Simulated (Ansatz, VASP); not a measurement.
W: VASP beside Ansatz

```xyz
1
Lattice="0.0000 1.9886 1.9886 1.9886 0.0000 1.9886 1.9886 1.9886 0.0000" Properties=species:S:1:pos:R:3 pbc="T T T"
W     0.0000    0.0000    0.0000
```

Change from the starting cell: volume scaled by 0.94.

Alike in both runs: task single point; functional PBEsol; k mesh 11 × 11 × 11; occupations fermi-dirac, width 0.05 eV; no spin polarisation.

|  | VASP | Ansatz |
| --- | --- | --- |
| version | VASP 6.6.1 | Ansatz 0.2.0 |
| potentials or method | VASP PAW PBE potentials, release 64 (W_sv), cutoff 520 eV | all-electron LAPW, scalar-relativistic |

Ansatz gave:

* gap on the k mesh at the Fermi level (eV): none
* pressure (GPa): 5.6

Question: Estimate VASP's values.

Answer: gap on the k mesh at the Fermi level (eV): none; pressure (GPa): 6.2.

A gap of «none» marks a metal or a gap that the smearing closes. Ansatz ran all-electron here, so the differences hold the error of VASP's frozen core and of both bases.

Caveats: the PAW data sets were made with another functional, which shifts forces and pressure a little (VASP). Spin-orbit coupling is left out, which matters for the levels of W.
